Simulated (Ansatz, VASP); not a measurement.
## KBr in VASP and in Ansatz

INCAR

```
SYSTEM = KBr
ALGO = Normal ; EDIFF = 1E-7
ENCUT = 520 ; GGA = CA
ISIF = 2 ; ISMEAR = 0
LASPH = .True. ; LCHARG = .False.
LREAL = .False. ; LWAVE = .False.
NBANDS = 15 ; NELM = 100
PREC = Accurate ; SIGMA = 0.01
```

KPOINTS

```
k-points
0
Gamma
  4 4 4
  0 0 0
```

POSCAR

```
KBr
1.0
    0.0000000000      3.3024386828      3.3024386828
    3.3024386828      0.0000000000      3.3024386828
    3.3024386828      3.3024386828      0.0000000000
K Br
1 1
Direct
    0.0000000000      0.0000000000      0.0000000000
    0.5000000000      0.5000000000      0.5000000000
```

Input for Ansatz:

```yaml
crystal:
  lattice:
    - [0.0, 3.3024386828, 3.3024386828]
    - [3.3024386828, 0.0, 3.3024386828]
    - [3.3024386828, 3.3024386828, 0.0]
  atoms:
    - { symbol: K, position: [0.0, 0.0, 0.0] }
    - { symbol: Br, position: [0.5, 0.5, 0.5] }
kpoints:
  mp_grid: { grid: [4, 4, 4] }
hamiltonian:
  xc: lda
scf:
  occupations: { method: fixed }
  n_extra_bands: 4
output:
  forces: true
  stress: true
  eigenvalues: true
```

Alike in both runs: task single point; functional LDA; k mesh 4 × 4 × 4; no spin polarisation.

```csv
,VASP,Ansatz
version,VASP 6.6.1,Ansatz 0.2.0
potentials or method,"VASP PAW LDA potentials, release 64 (K_sv, Br)",plane waves
plane-wave cutoff (eV),520,420
occupations,"gaussian, width 0.01 eV",fixed
valence electrons in the cell,16,16
```

```tsv
	VASP	Ansatz	Ansatz less VASP
gap on the k mesh at the Fermi level (eV)	4.03	4.02	-0.008
pressure (GPa)	-1.6	-1.7	-0.05
```

Expect the measured gap to be larger: semilocal functionals such as LDA lack the derivative discontinuity.
